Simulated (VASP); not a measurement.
Input of a VASP 6.6.1 run:

File INCAR:

```
SYSTEM = TiAl
PREC     = Accurate       ! precision mode
ENCUT    = 520            ! plane-wave cutoff, eV
EDIFF    = 1E-7           ! SCF threshold, eV
ISMEAR   = 0              ! smearing method
SIGMA    = 0.1            ! smearing width, eV
LREAL    = .False.        ! projectors in reciprocal space
LASPH    = .True.         ! aspherical terms in the spheres
NELM     = 100            ! most SCF steps
ALGO     = Normal         ! electronic algorithm
ISIF     = 2              ! what is computed and relaxed
LWAVE    = .False.        ! write WAVECAR
LCHARG   = .False.        ! write CHGCAR
GGA      = PS             ! functional
NBANDS   = 14             ! bands
```

File KPOINTS:

```
Automatic mesh
0
Gamma
  18 18 10
  0 0 0
```

File POSCAR:

```
TiAl
1.0
    2.8475335181      0.0000000029      0.0000000000
   -1.4237667615      2.4660363634      0.0000000000
    0.0000000000      0.0000000000      4.6192521812
Ti Al
1 1
Direct
    0.0000000000      0.0000000000      0.0000000000
    0.3333333333      0.6666666667      0.5000000000
```

Potentials or basis: VASP PAW PBE potentials, release 64 (Ti_sv, Al).

Command:

```bash
$ cat potpaw_PBE.64/Ti_sv/POTCAR potpaw_PBE.64/Al/POTCAR > POTCAR
$ mpirun -np 1 vasp_std > vasp.out
```

**Question.** What does it give for the pressure?

**Answer.** 0.0 GPa.

**Question.** Predict the band gap on the k mesh.

**Answer.** None (metal or under the smearing width).

Stress tensor (GPa, compression positive):
```
-0.02  0.00  0.00
 0.00 -0.02  0.00
 0.00  0.00  0.09
```

Caveat: the PAW data sets were made with another functional, which shifts forces and pressure a little.
